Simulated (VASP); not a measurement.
# InP (F-43m) in VASP: further runs, part 2 of 2

VASP 6.6.1. Earlier steps stand in the parts before.

## (5) Single point, PBE

INCAR

```
SYSTEM = InP
PREC = Accurate
ENCUT = 520
EDIFF = 1E-6
ISMEAR = 0
SIGMA = 0.01
LREAL = .FALSE.
LASPH = .TRUE.
NELM = 80
ALGO = Normal
ISIF = 2
LWAVE = .FALSE.
LCHARG = .FALSE.
GGA = PE
NBANDS = 16
```

KPOINTS

```
Automatic mesh
0
G
  8 8 8
  0 0 0
```

POSCAR

```
InP
1.0
    0.0000000000      2.9538133482      2.9538133482
    2.9538133482      0.0000000000      2.9538133482
    2.9538133482      2.9538133482      0.0000000000
In P
1 1
Direct
    0.0000000000      0.0000000000      0.0000000000
    0.2500000000      0.2500000000      0.2500000000
```

Potentials or basis: VASP PAW PBE potentials, release 64 (In_d, P).

Command:

```console
> cat potpaw_PBE.64/In_d/POTCAR potpaw_PBE.64/P/POTCAR > POTCAR
> mpirun -np 1 vasp_std > vasp.out
```

OUTCAR:

```text
SYSTEM = InP
   PREC = Accurate
   ENCUT = 520
   EDIFF = 1E-6
   ISMEAR = 0
   LREAL = .FALSE.
   LASPH = .TRUE.
   NELM = 80
   ISIF = 2
   GGA = PE

 ion  position               nearest neighbor table
   1  0.000  0.000  0.000-   2 2.56   2 2.56   2 2.56   2 2.56
   2  0.250  0.250  0.250-   1 2.56   1 2.56   1 2.56   1 2.56

  LATTYP: Found a face centered cubic cell.
 ALAT       =     5.9076266964

  Lattice vectors:

 A1 = (   0.0000000000,   2.9538133482,   2.9538133482)
 A2 = (   2.9538133482,   0.0000000000,   2.9538133482)
 A3 = (   2.9538133482,   2.9538133482,   0.0000000000)

Analysis of symmetry for initial positions (statically):
=====================================================================
 Subroutine PRICEL returns:
 Original cell was already a primitive cell.

 Routine SETGRP: Setting up the symmetry group for a
 face centered cubic supercell.

 Subroutine GETGRP returns: Found 24 space group operations
 (whereof 24 operations were pure point group operations)
 out of a pool of 48 trial point group operations.

The static configuration has the point symmetry T_d .

Analysis of symmetry for dynamics (positions and initial velocities):
=====================================================================
 Subroutine PRICEL returns:
 Original cell was already a primitive cell.

 Routine SETGRP: Setting up the symmetry group for a
 face centered cubic supercell.

 Subroutine GETGRP returns: Found 24 space group operations
 (whereof 24 operations were pure point group operations)
 out of a pool of 48 trial point group operations.

The dynamic configuration has the point symmetry T_d .

 Subroutine INISYM returns: Found 24 space group operations
 (whereof 24 operations are pure point group operations),
 and found     1 'primitive' translations
[... 103 lines left out ...]
   POTIM  = 0.5000    time-step for ionic-motion
   TEBEG  =    0.0;   TEEND  =   0.0 temperature during run
   PSTRESS=    0.0 pullay stress
   NELECT =      18.0000    total number of electrons
   NUPDOWN=      -1.0000    fix difference up-down
   EMIN   =  10.00;   EMAX   =-10.00  energy-range for DOS
   EFERMI =   0.00;   METHOD = LEGACY
   ISMEAR =     0;   SIGMA  =   0.01  broadening in eV -4-tet -1-fermi 0-gaus
   EFERMI_NEDOS =   21; number of points for ismear=-14 and -15
   IALGO  =     38    algorithm
   IMIX   =      4    mixing-type and parameters
     AMIX     =   0.40;   BMIX     =  1.00
     AMIX_MAG =   1.60;   BMIX_MAG =  1.00
  volume/ion in A,a.u.               =      25.77       173.92
  Fermi-wavevector in a.u.,A,eV,Ry     =   1.152850  2.178570 18.082986  1.329062
  Thomas-Fermi vector in A             =   2.289498
   LORBIT       =      0    0 simple, 1 ext, 2 COOP (PROOUT), +10 PAW based schemes
   GGA     = PE    functional components
   LHFCALC =     F    Hartree Fock is set to
   AEXX    =    0.0000 exact exchange contribution
   IVDW    =     0    specifies the selected vdW correction
   LEPSILON=     F    determine dielectric tensor
   LRPA    =     F    only Hartree local field effects (RPA)
 non-spin polarized calculation
 Gauss-broadening in eV      SIGMA  =   0.01
  energy-cutoff  :      520.00
  volume of cell :       51.54
 maximum number of plane-waves:      1411
   NGX = 15   NGY = 15   NGZ = 15

 number of electron      18.0000009 magnetization

 Free energy of the ion-electron system (eV)
  ---------------------------------------------------
  ext. energy  EPLUGINS =         0.00000000
  ---------------------------------------------------
  free energy    TOTEN  =        -8.39940555 eV

  energy without entropy =       -8.39940555  energy(sigma->0) =       -8.39940555

 E-fermi :   4.9808     XC(G=0):  -9.1780

 val. band max:        4.9320716465   @ k =   0.0000   0.0000   0.0000
 cond. band min:       5.5142402758   @ k =   0.0000   0.0000   0.0000
 fundamental gap:      0.5821686293
 Fermi energy:         4.9808198264

 k-point     1 :       0.0000    0.0000    0.0000
  band No.  band energies     occupation
      1      -9.2085      2.00000
      2      -9.2085      2.00000
      3      -9.2085      2.00000
      4      -9.0681      2.00000
      5      -9.0681      2.00000
      6      -6.4249      2.00000
[... 433 lines left out ...]
      3      -9.1453      2.00000
      4      -9.0728      2.00000
      5      -9.0560      2.00000
      6      -4.4739      2.00000
[... 8 lines left out ...]
     15      15.5766      0.00000
     16      16.1718      0.00000

 [... further k-points ...]
[... 5 lines left out ...]
  --------------------------------------------------------------------------------------
  -------------------------------------------------------------------------------------
  Total        0.5129031      0.5129031      0.5129031     -0.0000000      0.0000000     -0.0000000
  in kB       15.9428790     15.9428790     15.9428790     -0.0000000      0.0000000     -0.0000000
  external PRESSURE =      15.9428790 kB  Pullay stress =       0.0000000 kB

 VOLUME and BASIS-vectors are now :
 -----------------------------------------------------------------------------
  energy-cutoff  :      520.00
  volume of cell :       51.54
      direct lattice vectors                 reciprocal lattice vectors
     0.000000000  2.953813348  2.953813348    -0.169272713  0.169272713  0.169272713
     2.953813348  0.000000000  2.953813348     0.169272713 -0.169272713  0.169272713
     2.953813348  2.953813348  0.000000000     0.169272713  0.169272713 -0.169272713

 POSITION                                       TOTAL-FORCE (eV/Angst)
 -----------------------------------------------------------------------------------
      0.00000      0.00000      0.00000        -0.000000      0.000000      0.000000
      1.47691      1.47691      1.47691         0.000000     -0.000000     -0.000000
 -----------------------------------------------------------------------------------
    total drift:                               -0.000000     -0.000000     -0.000000

  FREE ENERGIE OF THE ION-ELECTRON SYSTEM (eV)
  ---------------------------------------------------
  free  energy   TOTEN  =        -8.3994055526 eV

  energy  without entropy=       -8.3994055526  energy(sigma->0) =       -8.39940555
```

It took 22 s on 1 thread of AMD EPYC 7R13 (Zen 3), shared host; peak memory 0.15 GiB.

What came out:

* Free energy: -8.3994 eV
* Pressure: 1.6 GPa
* Band gap on the k mesh: 0.58 eV, direct

Caveat: spin-orbit coupling is left out, which moves the levels of the heavy elements.

## (6) Single point, r2SCAN

POSCAR is that of step 5.

INCAR.step1

```
SYSTEM = InP
  ALGO = Normal
  EDIFF = 1E-4
  ENCUT = 520
  GGA = PE
  ISMEAR = 0
  LASPH = .True.
  LCHARG = .False.
  LREAL = .False.
  LWAVE = .True.
  NBANDS = 16
  NELM = 80
  PREC = Accurate
  SIGMA = 0.01
```

INCAR.step2

```
SYSTEM = InP
  ALGO = Normal
  EDIFF = 1E-6
  ENCUT = 520
  ISIF = 2
  ISMEAR = 0
  ISTART = 1
  LASPH = .True.
  LCHARG = .False.
  LMIXTAU = .True.
  LREAL = .False.
  LWAVE = .False.
  METAGGA = R2SCAN
  NBANDS = 16
  NELM = 80
  PREC = Accurate
  SIGMA = 0.01
```

KPOINTS

```
k-points
0
Gamma
  8 8 8
  0 0 0
```

Potentials or basis: VASP PAW PBE potentials, release 64 (In_d, P).

Command:

```console
> cat potpaw_PBE.64/In_d/POTCAR potpaw_PBE.64/P/POTCAR > POTCAR
> cp INCAR.step1 INCAR
> mpirun -np 1 vasp_std > vasp.out
> cp INCAR.step2 INCAR
> mpirun -np 1 vasp_std > vasp.out
```

Wall time 72 s (1 thread of AMD EPYC 7R13 (Zen 3), shared host); peak memory 0.16 GiB.

It converged, with:

* Free energy: -32.2973 eV
* Pressure: -0.1 GPa
* Band gap on the k mesh: 1.03 eV, direct

Levels at points of the mesh, in eV from the valence-band top:
```csv
k point,band 5,band 6,band 7,band 8,band 9,band 10,band 11,band 12,band 13,band 14
"(0.00, 0.00, 0.00)",-14.45,-11.83,0.00,0.00,0.00,1.03,4.44,4.44,4.44,9.00
"(0.50, 0.00, 0.00)",-14.43,-10.11,-5.75,-0.97,-0.97,1.80,5.16,5.16,7.50,9.97
"(0.50, 0.50, 0.00)",-14.41,-9.46,-5.77,-2.33,-2.33,2.04,2.55,9.73,10.15,10.15
```

Caveat: the PAW data sets were made with another functional, which shifts forces and pressure a little; spin-orbit coupling is left out, which moves the levels of the heavy elements.

## (7) Summary

```csv
level,cell,k mesh,gap on the mesh (eV),pressure (GPa)
r2SCAN,"a = 4.177 Å, angles 60.0°, 2 atoms",6 × 6 × 6,1.03,-0.1
r2SCAN,"a = 4.219 Å, angles 60.0°, 2 atoms",6 × 6 × 6,0.85,-2.0
r2SCAN,"a = 4.259 Å, angles 60.0°, 2 atoms",6 × 6 × 6,0.69,-3.6
PBE,"a = 4.177 Å, angles 60.0°, 2 atoms",8 × 8 × 8,0.58,1.6
r2SCAN,"a = 4.177 Å, angles 60.0°, 2 atoms",8 × 8 × 8,1.03,-0.1
```

Alike in all rows: task single point; potentials or basis VASP PAW PBE potentials, release 64 (In_d, P); no spin polarisation; cutoff (eV) 520; smearing gaussian 0.01 eV.

On the cell as given the gap runs from 0.58 eV (PBE) to 1.03 eV (r2SCAN); the meshes differ, which moves gaps too. The pressure there spans -0.1 GPa (r2SCAN) to 1.6 GPa (PBE); a positive pressure means that this level wants a larger cell, a negative one a smaller.

Caveats: spin-orbit coupling is left out, which moves the levels of the heavy elements; the PAW data sets were made with another functional, which shifts forces and pressure a little (some runs).

Absolute energies hang on the potentials; compare differences alone.

## (8) Comparison with measurements

Step 2. Measured gap of InP: 1.4236 eV (direct; 1.6 K; a printed reference work, data compilation). This calculation gives 1.03 eV (-0.40 eV). Spin-orbit coupling on In is left out. The value is that of r2SCAN, without temperature or zero-point motion.

Step 5. A measured gap of InP is 1.4236 eV (direct; 1.6 K; a printed reference work, data compilation); the calculated 0.58 eV misses it by -0.84 eV. Spin-orbit coupling on In is left out. The value is that of PBE, without temperature or zero-point motion. Semilocal functionals fall short of measured gaps as a rule.

Step 6. Measured gap of InP: 1.4236 eV (direct; 1.6 K; a printed reference work, data compilation). This calculation gives 1.03 eV (-0.39 eV). Spin-orbit coupling on In is left out. The value is that of r2SCAN, without temperature or zero-point motion.
